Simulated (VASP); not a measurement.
# Bi (Fm-3m) in VASP: further runs

One crystal, Bi, is run at these levels: PBE; tasks: single point.

Everything below comes from runs of VASP 6.6.1. Logs are shortened: lines on timing, memory, paths and dates and some standing lists are left out, and cuts for length are marked.

## 1. Starting point

Symmetry: Fm-3m, No. 225, cubic system. Conventional cell: a = 5.016 Å, b = 5.016 Å, c = 5.016 Å, α = 90.00°, β = 90.00°, γ = 90.00°. Bi (site symmetry m-3m) is surrounded by 12 Bi at 3.55 Å.

The cell was built by a generator and needn't be a form met in nature.

## 2. Single point, PBE, non-collinear spin, zero start, spin-orbit coupling

Contents of INCAR:

```
SYSTEM = Bi
ALGO = Normal ; EDIFF = 1E-6
ENCUT = 520 ; GGA = PE
GGA_COMPAT = .False. ; ISIF = 2
ISMEAR = 0 ; LASPH = .True.
LCHARG = .False. ; LNONCOLLINEAR = .True.
LORBIT = 11 ; LORBMOM = .True.
LREAL = .False. ; LSORBIT = .True.
LWAVE = .False. ; MAGMOM = 0 0 0
NBANDS = 26 ; NELM = 150
PREC = Accurate ; SIGMA = 0.05
```

Contents of KPOINTS:

```
k-points
0
Gamma
  14 14 14
  0 0 0
```

Contents of POSCAR:

```
Bi
1.0
    0.0000000000      2.5081646069      2.5081646069
    2.5081646069      0.0000000000      2.5081646069
    2.5081646069      2.5081646069      0.0000000000
Bi
1
Direct
    0.0000000000      0.0000000000      0.0000000000
```

Potentials or basis: VASP PAW PBE potentials, release 64 (Bi_d).

On the command line:

```bash
cat potpaw_PBE.64/Bi_d/POTCAR > POTCAR
mpirun -np 1 vasp_ncl > vasp.out
```

OUTCAR:

```text
SYSTEM = Bi
   EDIFF = 1E-6
   ENCUT = 520
   GGA = PE
   ISIF = 2
   ISMEAR = 0
   LASPH = .True.
   LNONCOLLINEAR = .True.
   LORBIT = 11
   LREAL = .False.
   LSORBIT = .True.
   NELM = 150
   PREC = Accurate

 ion  position               nearest neighbor table
   1  0.000  0.000  0.000-

  LATTYP: Found a face centered cubic cell.
 ALAT       =     5.0163292138

  Lattice vectors:

 A1 = (   0.0000000000,   2.5081646069,   2.5081646069)
 A2 = (   2.5081646069,   0.0000000000,   2.5081646069)
 A3 = (   2.5081646069,   2.5081646069,   0.0000000000)

Analysis of symmetry for initial positions (statically):
=====================================================================
 Subroutine PRICEL returns:
 Original cell was already a primitive cell.

 Routine SETGRP: Setting up the symmetry group for a
 face centered cubic supercell.

 Subroutine GETGRP returns: Found 48 space group operations
 (whereof 48 operations were pure point group operations)
 out of a pool of 48 trial point group operations.

The static configuration has the point symmetry O_h .

Analysis of symmetry for dynamics (positions and initial velocities):
=====================================================================
 Subroutine PRICEL returns:
 Original cell was already a primitive cell.

 Routine SETGRP: Setting up the symmetry group for a
 face centered cubic supercell.

 Subroutine GETGRP returns: Found 48 space group operations
 (whereof 48 operations were pure point group operations)
 out of a pool of 48 trial point group operations.

The dynamic configuration has the point symmetry O_h .

Analysis of structural, dynamic, and magnetic symmetry:
=====================================================================
 Subroutine PRICEL returns:
 Original cell was already a primitive cell.

 Routine SETGRP: Setting up the symmetry group for a
 face centered cubic supercell.

 Subroutine GETGRP returns: Found 48 space group operations
 (whereof 48 operations were pure point group operations)
 out of a pool of 48 trial point group operations.

The overall configuration has the point symmetry O_h .

 Subroutine INISYM returns: Found 48 space group operations
 (whereof 48 operations are pure point group operations),
 and found     1 'primitive' translations

[... 147 lines left out ...]
 cond. band min:       7.7812747249   @ k =  -0.4286   0.2143   0.0714
 fundamental gap:      0.0682582236
 Fermi energy:         7.7490879529

 k-point     1 :       0.0000    0.0000    0.0000
  band No.  band energies     occupation
      1     -16.8120      1.00000
      2     -16.8120      1.00000
      3     -16.8120      1.00000
      4     -16.8120      1.00000
      5     -13.8845      1.00000
      6     -13.8845      1.00000
[... 685 lines left out ...]
     25      20.6767      0.00000
     26      20.6805      0.00000

 [... further k-points ...]

------------------------ aborting loop because EDIFF is reached ----------------------------------------

  FORCE on cell =-STRESS in cart. coord.  units (eV):
  Direction    XX          YY          ZZ          XY          YZ          ZX
  --------------------------------------------------------------------------------------
  -------------------------------------------------------------------------------------
  Total        0.3106053      0.3106053      0.3106053     -0.0000000     -0.0000000     -0.0000000
  in kB       15.7696255     15.7696255     15.7696255     -0.0000000     -0.0000000     -0.0000000
  external PRESSURE =      15.7696255 kB  Pullay stress =       0.0000000 kB

 VOLUME and BASIS-vectors are now :
 -----------------------------------------------------------------------------
  energy-cutoff  :      520.00
  volume of cell :       31.56
      direct lattice vectors                 reciprocal lattice vectors
     0.000000000  2.508164607  2.508164607    -0.199348958  0.199348958  0.199348958
     2.508164607  0.000000000  2.508164607     0.199348958 -0.199348958  0.199348958
     2.508164607  2.508164607  0.000000000     0.199348958  0.199348958 -0.199348958

 POSITION                                       TOTAL-FORCE (eV/Angst)
 -----------------------------------------------------------------------------------
      0.00000      0.00000      0.00000         0.000000     -0.000000      0.000000
 -----------------------------------------------------------------------------------
    total drift:                               -0.000000     -0.000000     -0.000000

  FREE ENERGIE OF THE ION-ELECTRON SYSTEM (eV)
  ---------------------------------------------------
  free  energy   TOTEN  =        -4.5485627517 eV

  energy  without entropy=       -4.5477791598  energy(sigma->0) =       -4.54817096

 orbital moment (x)

 # of ion     p       d       tot
 ----------------------------------------
  1        -0.000   0.000   0.000
 ----------------------------------------
           -0.000   0.000   0.000

 orbital moment (y)

 # of ion     p       d       tot
 ----------------------------------------
  1        -0.000  -0.000  -0.000
 ----------------------------------------
           -0.000  -0.000  -0.000

 orbital moment (z)

 # of ion     p       d       tot
 ----------------------------------------
  1         0.000   0.000   0.000
 ----------------------------------------
            0.000   0.000   0.000

 Spin-Orbit-Coupling matrix elements

 Ion:    1  E_soc:     -1.7687883
 l=   1
     0.0000000    -0.2286273    -0.2286273
    -0.2286273     0.0000000    -0.2286273
    -0.2286273    -0.2286273     0.0000000
 l=   2
     0.0000000    -0.0133704     0.0000000    -0.0133704    -0.0528003
    -0.0133704     0.0000000    -0.0396002    -0.0133704    -0.0132001
     0.0000000    -0.0396002     0.0000000    -0.0396002     0.0000000
    -0.0133704    -0.0133704    -0.0396002     0.0000000    -0.0132001
    -0.0528003    -0.0132001     0.0000000    -0.0132001     0.0000000
 l=   3
     0.0000000     0.0000000     0.0000000     0.0000000     0.0000000     0.0000000     0.0000000
     0.0000000     0.0000000     0.0000000     0.0000000     0.0000000     0.0000000     0.0000000
     0.0000000     0.0000000     0.0000000     0.0000000     0.0000000     0.0000000     0.0000000
     0.0000000     0.0000000     0.0000000     0.0000000     0.0000000     0.0000000     0.0000000
     0.0000000     0.0000000     0.0000000     0.0000000     0.0000000     0.0000000     0.0000000
     0.0000000     0.0000000     0.0000000     0.0000000     0.0000000     0.0000000     0.0000000
     0.0000000     0.0000000     0.0000000     0.0000000     0.0000000     0.0000000     0.0000000

 total charge

# of ion       s       p       d       tot
------------------------------------------
    1        1.553   1.263   9.920  12.735

 magnetization (x)

# of ion       s       p       d       tot
------------------------------------------
    1        0.000  -0.000   0.000   0.000

 magnetization (y)

# of ion       s       p       d       tot
------------------------------------------
    1        0.000  -0.000   0.000  -0.000

 magnetization (z)

# of ion       s       p       d       tot
------------------------------------------
    1        0.000   0.000   0.000   0.000
```

stdout:

```text
POSCAR found type information on POSCAR Bi
 POSCAR found :  1 types and       1 ions
 scaLAPACK will be used
 LDA part: xc-table for (Slater+PW92), standard interpolation
 POSCAR, INCAR and KPOINTS ok, starting setup
 FFT: planning ... GRIDC
 FFT: planning ... GRID_SOFT
 FFT: planning ... GRID
 WAVECAR not read
 entering main loop
```

Run time: 3.1 min. Hardware: 1 thread of Intel Xeon Platinum 8488C (Sapphire Rapids), shared host; peak memory 0.31 GiB.

What came out:

```
Free energy                                           : -4.5486 eV
Pressure                                              : 1.6 GPa
Net moment                                            : 0.00 μB per cell
Valence electrons inside the program's atomic spheres : Bi 12.73
```

Moments on the atoms (μB; x, y, z):
```
Bi  0.00 0.00 0.00
```

## 3. Single point, PBE

This run uses another cell than the first one, of 34.28 Å³/atom, 1.086 times its volume.

Contents of INCAR:

```
SYSTEM = Bi
PREC = Accurate
ENCUT = 520
EDIFF = 1E-6
ISMEAR = 0
SIGMA = 0.05
LREAL = .FALSE.
LASPH = .TRUE.
NELM = 100
ALGO = Fast
ISIF = 2
LWAVE = .FALSE.
LCHARG = .FALSE.
GGA = PE
NBANDS = 14
```

Contents of KPOINTS:

```
Automatic mesh
0
G
  6 6 6
  0 0 0
```

Contents of POSCAR:

```
Bi
1.0
    0.0000000000      2.5782521733      2.5782521733
    2.5782521733      0.0000000000      2.5782521733
    2.5782521733      2.5782521733      0.0000000000
Bi
1
Direct
    0.0000000000      0.0000000000      0.0000000000
```

Potentials or basis: VASP PAW PBE potentials, release 64 (Bi_d).

On the command line:

```bash
cat potpaw_PBE.64/Bi_d/POTCAR > POTCAR
mpirun -np 1 vasp_std > vasp.out
```

Run time: 8.7 s. Hardware: 1 thread of Intel Xeon Platinum 8488C (Sapphire Rapids), shared host; peak memory 0.15 GiB.

Results (log left out):

```yaml
Free_energy: -3.7163 eV
Pressure: -3.7 GPa
Band_gap_on_the_k_mesh: none (metal or under the smearing width)
```

Levels at points of the mesh, in eV from the Fermi level:
```csv
k point,band 3,band 4,band 5,band 6,band 7,band 8,band 9,band 10,band 11,band 12
"(0.00, 0.00, 0.00)",-23.27,-23.22,-23.22,-13.20,4.11,4.11,4.11,7.56,8.89,10.11
"(0.50, 0.00, 0.00)",-23.26,-23.17,-23.17,-10.82,-4.95,2.75,2.75,6.57,8.42,9.14
"(0.50, 0.50, 0.00)",-23.17,-23.15,-23.15,-9.92,-4.23,0.13,0.13,3.78,4.96,16.38
```

Caveat: spin-orbit coupling is left out, which moves the levels of the heavy elements.
